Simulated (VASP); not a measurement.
# ZnO (zincite) (P6_3mc) in VASP: phonons with PBEsol

Aim: the phonons of ZnO (zincite) with PBEsol.

All numbers are computed with VASP 6.6.1; they aren't measurements. Logs are shortened: lines on timing, memory, paths and dates and some standing lists are left out, and cuts for length are marked.

## (1) The crystal as given

Symmetry: P6_3mc, No. 186, hexagonal system. Conventional cell: a = 3.230 Å, b = 3.230 Å, c = 5.214 Å, α = 90.00°, β = 90.00°, γ = 120.00°. Zn (site symmetry 3m) has 4 O at 1.97 to 1.98 Å as nearest neighbours. O (site symmetry 3m) is surrounded by 4 Zn at 1.97 to 1.98 Å.

## (2) Phonons, PBEsol

INCAR

```
SYSTEM = ZnO
ALGO     = Normal         ! electronic algorithm
EDIFF    = 1E-8           ! SCF threshold, eV
ENCUT    = 520            ! plane-wave cutoff, eV
GGA      = PS             ! functional
IBRION   = 8              ! ionic algorithm
ISIF     = 2              ! what is computed and relaxed
ISMEAR   = 0              ! smearing method
LASPH    = .True.         ! aspherical terms in the spheres
LCHARG   = .False.        ! write CHGCAR
LEPSILON = .True.         ! dielectric tensor by DFPT
LREAL    = .False.        ! projectors in reciprocal space
LWAVE    = .False.        ! write WAVECAR
NELM     = 100            ! most SCF steps
NSW      = 1              ! ionic steps
PREC     = Accurate       ! precision mode
SIGMA    = 0.01           ! smearing width, eV
```

KPOINTS

```
k-points
0
Gamma
  9 9 6
  0 0 0
```

POSCAR

```
ZnO
1.0
    3.2300572076      0.0000000000      0.0000000000
   -1.6150286038      2.7973115975      0.0000000000
    0.0000000000      0.0000000000      5.2141142710
Zn O
2 2
Direct
    0.3333333333      0.6666666667      0.5000326393
    0.6666666667      0.3333333333      0.0000326393
    0.6666666667      0.3333333333      0.3789773607
    0.3333333333      0.6666666667      0.8789773607
```

Potentials or basis: VASP PAW PBE potentials, release 64 (Zn, O).

Started as:

```bash
> cat potpaw_PBE.64/Zn/POTCAR potpaw_PBE.64/O/POTCAR > POTCAR
> mpirun -np 1 vasp_std > vasp.out
```

OUTCAR:

```text
SYSTEM = ZnO
   EDIFF = 1E-8
   ENCUT = 520
   GGA = PS
   IBRION = 8
   ISIF = 2
   ISMEAR = 0
   LASPH = .True.
   LEPSILON = .True.
   LREAL = .False.
   NELM = 100
   NSW = 1
   PREC = Accurate

 ion  position               nearest neighbor table
   1  0.333  0.667  0.500-   3 1.97   3 1.97   3 1.97   4 1.98
   2  0.667  0.333  0.000-   4 1.97   4 1.97   4 1.97   3 1.98
   3  0.667  0.333  0.379-   1 1.97   1 1.97   1 1.97   2 1.98
   4  0.333  0.667  0.879-   2 1.97   2 1.97   2 1.97   1 1.98

  LATTYP: Found a hexagonal cell.
 ALAT       =     3.2300572076
 C/A-ratio  =     1.6142482736

  Lattice vectors:

 A1 = (   3.2300572076,   0.0000000000,   0.0000000000)
 A2 = (  -1.6150286038,   2.7973115975,   0.0000000000)
 A3 = (   0.0000000000,   0.0000000000,   5.2141142710)

Analysis of symmetry for initial positions (statically):
=====================================================================
 Subroutine PRICEL returns:
 Original cell was already a primitive cell.

 Routine SETGRP: Setting up the symmetry group for a
 hexagonal supercell.

 Subroutine GETGRP returns: Found 12 space group operations
 (whereof  6 operations were pure point group operations)
 out of a pool of 24 trial point group operations.

The static configuration has the point symmetry C_3v.
 The point group associated with its full space group is C_6v.

Analysis of symmetry for dynamics (positions and initial velocities):
=====================================================================
 Subroutine PRICEL returns:
 Original cell was already a primitive cell.

 Routine SETGRP: Setting up the symmetry group for a
 hexagonal supercell.

 Subroutine GETGRP returns: Found 12 space group operations
 (whereof  6 operations were pure point group operations)
 out of a pool of 24 trial point group operations.

The dynamic configuration has the point symmetry C_3v.
 The point group associated with its full space group is C_6v.

 Subroutine INISYM returns: Found 12 space group operations
 (whereof  6 operations are pure point group operations),
 and found     1 'primitive' translations

----------------------------------------------------------------------------------------

                                     Primitive cell

  volume of cell :      47.1120

  direct lattice vectors                    reciprocal lattice vectors
     3.230057208  0.000000000  0.000000000     0.309592040  0.178743048  0.000000000
    -1.615028604  2.797311597  0.000000000     0.000000000  0.357486095  0.000000000
     0.000000000  0.000000000  5.214114271     0.000000000  0.000000000  0.191787128

  length of vectors
     3.230057208  3.230057208  5.214114271     0.357486095  0.357486095  0.191787128

  position of ions in fractional coordinates (direct lattice)
     0.333333333  0.666666667  0.500032639
     0.666666667  0.333333333  0.000032639
     0.666666667  0.333333333  0.378977361
     0.333333333  0.666666667  0.878977361

  ion indices of the primitive-cell ions
   primitive index   ion index
[... 792 lines left out ...]
     0.38744  0.00000  0.00000
     0.00000  0.38744 -0.00000
     0.00000 -0.00000 -0.78721

[... ionic steps 4 to 9 ...]

--------------------------------------- Ionic step       10  -------------------------------------------

------------------------ aborting loop because EDIFF is reached ----------------------------------------

[... ionic steps 11 to 11 ...]

--------------------------------------- Ionic step       12  -------------------------------------------

 Free energy of the ion-electron system (eV)
  ---------------------------------------------------
  ---------------------------------------------------
  free energy    TOTEN  =        -0.37599592 eV

  energy without entropy =       -0.37599592

------------------------ aborting loop because EDIFF is reached ----------------------------------------

 INTERNAL STRAIN TENSOR  FOR ION    3  DIRECTION 3   (eV/Angst):
 -----------------------------------------------------------------------------
     4.70179  0.00000  0.00000
     0.00000  4.70179  0.00000
     0.00000  0.00000 -9.21643

 MACROSCOPIC STATIC DIELECTRIC TENSOR (including local field effects in DFT)
 ------------------------------------------------------
           6.410836    -0.000000     0.000000
          -0.000000     6.410836     0.000000
           0.000000    -0.000000     6.032438
 ------------------------------------------------------

 PIEZOELECTRIC TENSOR (including local field effects)  for field in x, y, z        (e  Angst)
          XX          YY          ZZ          XY          YZ          ZX
  --------------------------------------------------------------------------------
  x     0.00000    -0.00000     0.00000     0.00000     0.00000     1.22124
  y     0.00000     0.00000     0.00000     0.00000     1.22124     0.00000
  z     1.13928     1.13928    -2.31479     0.00000     0.00000     0.00000

 PIEZOELECTRIC TENSOR (including local field effects)  for field in x, y, z        (C/m^2)
          XX          YY          ZZ          XY          YZ          ZX
  --------------------------------------------------------------------------------
  x     0.00000    -0.00000     0.00000     0.00000     0.00000     0.41532
  y     0.00000     0.00000     0.00000     0.00000     0.41532     0.00000
  z     0.38744     0.38744    -0.78721     0.00000     0.00000     0.00000

 BORN EFFECTIVE CHARGES (including local field effects) (in |e|, cummulative output)
 ---------------------------------------------------------------------------------
 ion    1
    1     2.13795     0.00000     0.00000
    2     0.00000     2.13795     0.00000
    3     0.00000     0.00000     2.18012
 ion    2
    1     2.13795     0.00000     0.00000
    2     0.00000     2.13795     0.00000
    3     0.00000    -0.00000     2.18012
 ion    3
    1    -2.13795     0.00000     0.00000
    2     0.00000    -2.13795     0.00000
    3     0.00000     0.00000    -2.18012
 ion    4
    1    -2.13795    -0.00000     0.00000
    2     0.00000    -2.13795     0.00000
    3     0.00000     0.00000    -2.18012

 INTERNAL STRAIN TENSOR FOR ION    4 for displacements in x,y,z  (eV/Angst):
          X           Y           Z          XY          YZ          ZX
  --------------------------------------------------------------------------------
  x     0.00000     0.00000     0.00000    -8.33740     0.00000     4.54208
  y    -8.33740     8.33740    -0.00000     0.00000     4.83308     0.00000
  z     4.70179     4.70179    -9.21643     0.00000     0.00000     0.00000

 SECOND DERIVATIVES (NOT SYMMETRIZED)
 ------------------------------------
               1X          1Y          1Z          2X          2Y          2Z          3X          3Y          3Z          4X          4Y          4Z
  1X    -7.772747    0.000000    0.000000    0.327525   -0.000000    0.000000    7.441140    0.000000   -0.000000    0.004082    0.000000    0.000000
  1Y    -0.000000   -7.772747    0.000000    0.000000    0.327525    0.000000    0.000000    7.441140    0.000000   -0.000000    0.004082    0.000000
  1Z     0.000000    0.000000  -11.406359    0.000000   -0.000000    4.793883    0.000000    0.000000    1.519449    0.000000   -0.000000    5.093027
  2X     0.327525    0.000000    0.000000   -7.772747    0.000000    0.000000    0.004082    0.000000    0.000000    7.441140    0.000000    0.000000
  2Y     0.000000    0.327525    0.000000    0.000000   -7.772747   -0.000000   -0.000000    0.004082   -0.000000    0.000000    7.441140   -0.000000
  2Z     0.000000   -0.000000    4.793883    0.000000   -0.000000  -11.406359    0.000000    0.000000    5.093027    0.000000    0.000000    1.519449
  3X     7.440846    0.000000   -0.000000   -0.002984    0.000000    0.000000   -8.385073    0.000000   -0.000000    0.947210    0.000000    0.000000
  3Y     0.000000    7.440846    0.000000    0.000000   -0.002984    0.000000    0.000000   -8.385073    0.000000   -0.000000    0.947210    0.000000
  3Z     0.000000    0.000000    1.533922    0.000000   -0.000000    5.182364    0.000000   -0.000000  -11.688920   -0.000000    0.000000    4.972634
  4X    -0.002984    0.000000    0.000000    7.440846    0.000000    0.000000    0.947210    0.000000    0.000000   -8.385073    0.000000    0.000000
  4Y     0.000000   -0.002984    0.000000   -0.000000    7.440846   -0.000000   -0.000000    0.947210    0.000000    0.000000   -8.385073    0.000000
  4Z     0.000000    0.000000    5.182364    0.000000    0.000000    1.533922    0.000000    0.000000    4.972634   -0.000000   -0.000000  -11.688920

 Eigenvectors and eigenvalues of the dynamical matrix
 ----------------------------------------------------

   1 f  =   16.070796 THz   100.975789 2PiTHz  536.064051 cm-1    66.463442 meV
             X         Y         Z           dx          dy          dz
     -0.000000  1.864874  2.607227    -0.000000   -0.000000   -0.096661
      1.615029  0.932437  0.000170     0.000000    0.000000    0.096661
      1.615029  0.932437  1.976031     0.000000    0.000000   -0.700469
     -0.000000  1.864874  4.583088    -0.000000   -0.000000    0.700469
[... 71 lines left out ...]
  12 f/i=    0.034759 THz     0.218400 2PiTHz    1.159449 cm-1     0.143753 meV
             X         Y         Z           dx          dy          dz
     -0.000000  1.864874  2.607227     0.000000   -0.000000    0.634767
      1.615029  0.932437  0.000170     0.000000   -0.000000    0.634767
      1.615029  0.932437  1.976031     0.000000   -0.000000    0.311562
     -0.000000  1.864874  4.583088     0.000000   -0.000000    0.311562

--------------------------------------------------------------------------------------------------------

 MACROSCOPIC STATIC DIELECTRIC TENSOR IONIC CONTRIBUTION
 ------------------------------------------------------
           4.718403    -0.000000     0.000000
          -0.000000     4.718403    -0.000000
           0.000000    -0.000000     5.478388
 ------------------------------------------------------

 ELASTIC MODULI CONTR FROM IONIC RELAXATION (kBar)
 Direction    XX          YY          ZZ          XY          YZ          ZX
 --------------------------------------------------------------------------------
 XX        -740.6040    289.4641    443.3046      0.0000      0.0000     -0.0000
 YY         289.4641   -740.6040    443.3046     -0.0000     -0.0000     -0.0000
 ZZ         443.3046    443.3046   -871.2107      0.0000     -0.0000      0.0000
 XY           0.0000     -0.0000      0.0000   -515.0341     -0.0000     -0.0000
 YZ           0.0000     -0.0000     -0.0000     -0.0000   -197.7748      0.0000
 ZX          -0.0000     -0.0000      0.0000     -0.0000      0.0000   -192.6729
 --------------------------------------------------------------------------------

 PIEZOELECTRIC TENSOR IONIC CONTR  for field in x, y, z        (C/m^2)
          XX          YY          ZZ          XY          YZ          ZX
  --------------------------------------------------------------------------------
  x    -0.00000    -0.00000     0.00000     0.00000     0.00000    -0.89718
  y     0.00000    -0.00000    -0.00000    -0.00000    -0.90898     0.00000
  z    -1.04602    -1.04602     2.05570    -0.00000     0.00000    -0.00000
```

Wall time 12 min (1 thread of AMD EPYC 9R45 (Zen 5), shared host); peak memory 0.59 GiB.

Results:

```yaml
Electronic_dielectric_tensor_diagonal: 6.41, 6.41, 6.03
Born_charges_mean_of_the_diagonal: Zn +2.15; O -2.15 e
Highest_phonon_frequency_at_Γ_LO-TO_splitting_left_out: 536 cm⁻¹
```

Phonon frequencies in cm⁻¹ (negative: imaginary):
```tsv
q point	frequencies
(0.000, 0.000, 0.000)	-1 0 0 88 88 251 376 397 397 430 430 536
```

Electronic dielectric tensor:
```
6.41 0.00 0.00
0.00 6.41 0.00
0.00 0.00 6.03
```

Born effective charge tensors (e):
atom 1, Zn
```
2.14 0.00 0.00
0.00 2.14 0.00
0.00 0.00 2.18
```
atom 2, Zn
```
2.14 0.00 0.00
0.00 2.14 0.00
0.00 0.00 2.18
```
atom 3, O
```
-2.14  0.00  0.00
 0.00 -2.14  0.00
 0.00  0.00 -2.18
```
atom 4, O
```
-2.14  0.00  0.00
 0.00 -2.14  0.00
 0.00  0.00 -2.18
```

Caveat: the atoms weren't relaxed first, which shifts response properties.
